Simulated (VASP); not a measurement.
Wanted: the native input for a VASP 6.6.1 run.

| Property | Result |
| --- | --- |
| Task | band structure |
| Functional | r2SCAN |
| Potentials or basis | VASP PAW PBE potentials, release 64 (Br, K_sv) |
| Cutoff | 520 eV |
| k mesh | 6 × 6 × 6 |
| Occupations | gaussian, width 0.02 eV |
| Spin | spin-orbit coupling, no magnetisation |
| Ladder | free |
| Further INCAR settings | ALGO = Normal; EDIFF = 1e-06 |

The structure of KBr lies in POSCAR:

```
KBr
1.0
    0.0000000000      3.3000000000      3.3000000000
    3.3000000000      0.0000000000      3.3000000000
    3.3000000000      3.3000000000      0.0000000000
Br K
1 1
Direct
    0.5000000000      0.5000000000      0.5000000000
    0.0000000000      0.0000000000      0.0000000000
```

One way to write it, as run:

INCAR

```
  PREC = Accurate
  ENCUT = 520
  EDIFF = 1E-6
  ISMEAR = 0
  SIGMA = 0.02
  LREAL = F
  LASPH = T
  NELM = 60
  ALGO = Normal
  ISIF = 2
  LWAVE = F
  LCHARG = F
  MAGMOM = 0 0 0 0 0 0
  LORBIT = 11
  LSORBIT = T
  GGA_COMPAT = F
  METAGGA = R2SCAN
  LMIXTAU = T
  KPAR = 2
```

KPOINTS

```
Automatic mesh
0
Gamma
  6 6 6
```

KPOINTS_OPT

```
path GXWKGLUWLK,UX
20
line-mode
reciprocal
 0.0000000000  0.0000000000  0.0000000000  G
 0.5000000000  0.0000000000  0.5000000000  X

 0.5000000000  0.0000000000  0.5000000000  X
 0.5000000000  0.2500000000  0.7500000000  W

 0.5000000000  0.2500000000  0.7500000000  W
 0.3750000000  0.3750000000  0.7500000000  K

 0.3750000000  0.3750000000  0.7500000000  K
 0.0000000000  0.0000000000  0.0000000000  G

 0.0000000000  0.0000000000  0.0000000000  G
 0.5000000000  0.5000000000  0.5000000000  L

 0.5000000000  0.5000000000  0.5000000000  L
 0.6250000000  0.2500000000  0.6250000000  U

 0.6250000000  0.2500000000  0.6250000000  U
 0.5000000000  0.2500000000  0.7500000000  W

 0.5000000000  0.2500000000  0.7500000000  W
 0.5000000000  0.5000000000  0.5000000000  L

 0.5000000000  0.5000000000  0.5000000000  L
 0.3750000000  0.3750000000  0.7500000000  K

 0.6250000000  0.2500000000  0.6250000000  U
 0.5000000000  0.0000000000  0.5000000000  X
```

Potentials or basis: VASP PAW PBE potentials, release 64 (Br, K_sv).

Command:

```bash
$ cat potpaw_PBE.64/Br/POTCAR potpaw_PBE.64/K_sv/POTCAR > POTCAR
$ mpirun -np 2 vasp_ncl > vasp.out
```

Results of the run:

The pressure is 0.1 GPa. The valence electrons inside the program's atomic spheres are Br 4.93; K 7.66.

Caveat: the PAW data sets were made with another functional, which shifts forces and pressure a little.

Run time: 9.2 min on 2 MPI ranks on Intel(R) Xeon(R) 6975P-C (Granite Rapids), with other jobs on the host, peak memory 0.48 GiB a rank.
